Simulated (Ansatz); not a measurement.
# Ba (Im-3m) in Ansatz: convergence with xc grid

Aim: find how far xc grid must go before the results for Ba settle, at PBE. This setting moves, with any that are tied to it; all else stays.

All numbers are computed with Ansatz 0.2.0; they aren't measurements. Logs are shortened: lines on timing, memory, paths and dates and some standing lists are left out, and cuts for length are marked.

### Step 1. Starting point

It takes space group Im-3m (No. 229, cubic). Conventional cell: a = 5.013 Å, b = 5.013 Å, c = 5.013 Å, α = 90.00°, β = 90.00°, γ = 90.00°. Around Ba (site symmetry m-3m) lie 8 Ba at 4.34 Å.

### Step 2. With xc grid 1

File input.yaml:

```yaml
crystal:
  lattice:
    - [-2.5065, 2.5065, 2.5065]
    - [2.5065, -2.5065, 2.5065]
    - [2.5065, 2.5065, -2.5065]
  atoms:
    - { symbol: Ba, position: [0.0, 0.0, 0.0] }
kpoints:
  mp_grid: { grid: [8, 8, 8] }
scf:
  occupations: { method: fermi_dirac, width: 0.05 }
hamiltonian:
  xc: pbe
  pseudopotentials: { kind: all_electron, lapw: { basis_error: 0.001 } }
output:
  forces: true
  stress: true
  eigenvalues: true
basis:
  xc_grid: 1
```

Potentials or basis: all-electron LAPW, scalar-relativistic.

The run is started by

```console
ansatz run input.yaml --threads 1 --pin off --max-ram 3072MiB --backend cpu --events-out ev --progress --plain --runs-dir out
```

Run time: 1.4 s. Hardware: 1 thread of Arm Neoverse V2, shared host; peak memory 0.2 GiB.

Results:

```
Free energy            : -221372.2924 eV
Pressure               : 0.0 GPa
Band gap on the k mesh : none (metal or under the smearing width)
```

### Step 3. With xc grid 2

input.yaml, as its differences from that of step 2:

```diff
@@ -19,2 +19,2 @@
 basis:
-  xc_grid: 1
+  xc_grid: 2
```

Potentials or basis: all-electron LAPW, scalar-relativistic.

The run is started by

```console
ansatz run input.yaml --threads 1 --pin off --max-ram 3072MiB --backend cpu --events-out ev --progress --plain --runs-dir out
```

Run time: 1.3 s. Hardware: 1 thread of Arm Neoverse V2, shared host; peak memory 0.2 GiB.

Results:

```yaml
Free_energy: -221372.2924 eV
Pressure: 0.0 GPa
Band_gap_on_the_k_mesh: none (metal or under the smearing width)
```

### Step 4. With xc grid 3

input.yaml, as its differences from that of step 3:

```diff
@@ -19,2 +19,2 @@
 basis:
-  xc_grid: 2
+  xc_grid: 3
```

The run is started by

```console
ansatz run input.yaml --threads 1 --pin off --max-ram 3072MiB --backend cpu --events-out ev --progress --plain --runs-dir out
```

It took 1.3 s on 1 thread of Arm Neoverse V2, shared host; peak memory 0.2 GiB.

It converged, with:

```yaml
Free_energy: -221372.2924 eV
Pressure: 0.0 GPa
Band_gap_on_the_k_mesh: none (metal or under the smearing width)
```

### Step 5. With xc grid 4

input.yaml, as its differences from that of step 4:

```diff
@@ -19,2 +19,2 @@
 basis:
-  xc_grid: 3
+  xc_grid: 4
```

Potentials or basis: all-electron LAPW, scalar-relativistic.

The run is started by

```console
ansatz run input.yaml --threads 1 --pin off --max-ram 3072MiB --backend cpu --events-out ev --progress --plain --runs-dir out
```

The program printed:

```text
Warning: RAYON_NUM_THREADS=1 ignored (pool sized by the plan → 1); use --threads N
LAPW: plane waves up to 4.413 Å⁻¹, error target 1.0e-3 eV per atom; small_component_spin mean_spin; Ba in spheres of 2.171 Å, 20 of its electrons in bands, Dirac shells [] (how accurate: hamiltonian.pseudopotentials.lapw.basis_error, Limitations)
Engine: ansatz 0.2.0, aarch64-unknown-linux-gnu
Pseudopotentials: kind: all_electron
Pseudopotential: Ba, LAPW, valence charge 20, lapw/all_electron/scalar/gaussian/Ba, Koelling and Harmon's equation, gaussian nucleus
Functional definition: PBE
  parameter kappa = 0.804
  parameter beta = 0.06672455060314922
  exchange = pbe_x(kappa = kappa, mu = beta*pi^2/3)
  correlation = pbe_c(beta = beta)
Crystal: 1 atoms, lattice volume = 62.989 Å³
Basis set: ecut = 74.19751573872796 eV, 87 PW (Γ), exchange–correlation at level 4
Bands: 14, of which v1, the nominal top of the filled ones, is band 10 counted from 1 (9 counted from 0)
Symmetry: 48 space group operations
Space group: Im-3m (ITA 229), of the structure as read, at distance tolerance 4.0e-5 Å
k-points: 29 of 512
Non-local potential: Ba, projectors of the file, none
Initial density: superposition of atomic densities (chi_scale 0.1, normalization cell)
Initial wavefunctions: plane waves of lowest kinetic energy (no species holds an atomic orbital)
Functional: x = pbe(κ = 0.804, μ = 0.2195149727645171), c = pbe(β = 0.06672455060314922)
iter 1 solved again at ethr=2.08e-5 eV; its pass at ethr=1.00e-1 eV (dr2=4.15e-3 eV) is discarded
SCF iter   1: F=—  HF=-221372.285606 eV  |F-HF|=—  |Δ(HF+E_count)|=         —  Δρ=2.15e-3  dr2=4.17e-3  ethr=2.08e-5  ⟨swp⟩=6.2  Hψ=3215  notcnv=0
preconditioner: auto → none  [insulator: Δε(μ)=0.180 eV  Ē_g=2.775 eV  σ=0.050 eV  W_gap=0.68  n_scr=12 (ndim 8)  ℏωp=6.6 eV  f_vac=0.000  D(μ)=0.91/eV (n_scr^D=0)  ε∞_Penn≈6.7]
SCF iter   2: F=—  HF=-221372.290137 eV  |F-HF|=—  |Δ(HF+E_count)|=   4.53e-3  Δρ=1.21e-3  dr2=1.33e-3  ethr=2.08e-5  ⟨swp⟩=2.2  Hψ=1349  notcnv=0
iter 3 solved again at ethr=4.99e-8 eV; its pass at ethr=6.67e-6 eV (dr2=9.97e-6 eV) is discarded
SCF iter   3: F=—  HF=-221372.292397 eV  |F-HF|=—  |Δ(HF+E_count)|=   2.26e-3  Δρ=9.55e-5  dr2=9.83e-6  ethr=4.99e-8  ⟨swp⟩=2.4  Hψ=2211  notcnv=0
SCF iter   4: F=—  HF=-221372.292381 eV  |F-HF|=—  |Δ(HF+E_count)|=   1.63e-5  Δρ=2.48e-5  dr2=6.67e-7  ethr=4.92e-8  ⟨swp⟩=2.3  Hψ=1350  notcnv=0
SCF iter   5: F=-221372.292381 eV  HF=-221372.292381 eV  |F-HF|=2.91e-11  |Δ(HF+E_count)|=   2.38e-7  Δρ=2.03e-6  dr2=4.57e-9  ethr=3.33e-9  ⟨swp⟩=3.0  Hψ=1375  notcnv=0
SCF 1 converged in 5 iterations: F = -221372.292381 eV  dr2 = 4.57e-9
SCF converged after 5 iterations
Free energy (F): -221372.292381 eV
Harris-Foulkes:  -221372.292381 eV  (|F-HF|=2.91e-11)
Internal energy: -221372.284392 eV  (E = F + TS)
E sigma→0 (E₀):  -221372.288387 eV
Entropy (-TS):   -0.007989 eV (-7.989 meV/atom)
Fermi energy:    7.656951 eV
--- Per-component energies (eV) ---
  E_band       = -837.131841
  E_kinetic    = 235876.882901
  E_xc         = -5392.503729
  E_electrostatic = -451856.663564  (all electrons and nuclei)
  E_smearing   = -0.007989  (= −TS)
  E_closure    = 0.000000  (closes the sum)
  E_atoms      = -221370.400070  (free atoms, spherical and without spin; not in F)
  Σ components = -221372.292381   (vs F -221372.292381, Δ=0.00e0)
  Basis errors (estimates in eV, not in F): energy 3.5e-4 per atom: plane waves 3.2e-4 (1.7e-4 summed), levels above the bands 3.8e-29, relativity 1.0e-8, radial functions 2.6e-5, core shells 3.2e-7; eigenvalues (radial functions only) 1.5e-6; not estimated: angular momenta, meshes, grids; target (lapw.basis_error) 1.0e-3; muffin-tin radii Ba 2.171 Å
--- Forces (eV/Å), atoms counted from 1 ---
  atom   1  Ba     0.00000000    -0.00000000     0.00000000
  max |Σ_I F_I| component: 4.11e-33 eV/Å
--- Stress (GPa, compression-positive) ---
       -0.007370       0.000000      -0.000000
        0.000000      -0.007370      -0.000000
       -0.000000      -0.000000      -0.007370
  P = ⅓ Tr σ = -0.0074 GPa (-0.074 kbar)
--- Band table (eV; the first three rows and the last of 29) ---
  k-point 0: bands = ["-77.0663", "-77.0663", "-77.0663", "-77.0608", "-77.0608", "-21.1916", "-6.1430", "-6.1430", "-6.1430", "4.9350", "9.5141", "9.5141", "9.5141", "10.9138"]
  k-point 1: bands = ["-77.0663", "-77.0663", "-77.0663", "-77.0608", "-77.0608", "-21.1853", "-6.2150", "-6.1652", "-6.1435", "5.2214", "9.2786", "9.3392", "9.7938", "10.5875"]
  k-point 2: bands = ["-77.0663", "-77.0663", "-77.0663", "-77.0608", "-77.0608", "-21.1700", "-6.3818", "-6.2180", "-6.1446", "5.9441", "8.8073", "8.8386", "10.5966", "10.6455"]
  k-point 28: bands = ["-77.0663", "-77.0663", "-77.0663", "-77.0608", "-77.0608", "-21.1161", "-6.4625", "-6.4625", "-6.4625", "7.1370", "7.1370", "11.7025", "11.7025", "11.7025"]
```

Run time: 1.4 s. Hardware: 1 thread of Arm Neoverse V2, shared host; peak memory 0.2 GiB.

Results:

```
Free energy            : -221372.2924 eV
Pressure               : 0.0 GPa
Band gap on the k mesh : none (metal or under the smearing width)
```

### Step 6. Summary

| xc grid | energy less the tightest run, at zero smearing (meV/atom) | SCF cycles | CPU time (s) | peak memory (GiB) |
| --- | --- | --- | --- | --- |
| 1 | 0.00 | 5 | 1.4 | 0.2 |
| 2 | 0.00 | 5 | 1.3 | 0.2 |
| 3 | 0.00 | 5 | 1.3 | 0.2 |
| 4 | 0.00 | 5 | 1.4 | 0.2 |

Against the tightest run, the energy stays within 1 meV/atom from 1 on. The tightest run that finished is the yardstick and may itself not be fully converged.
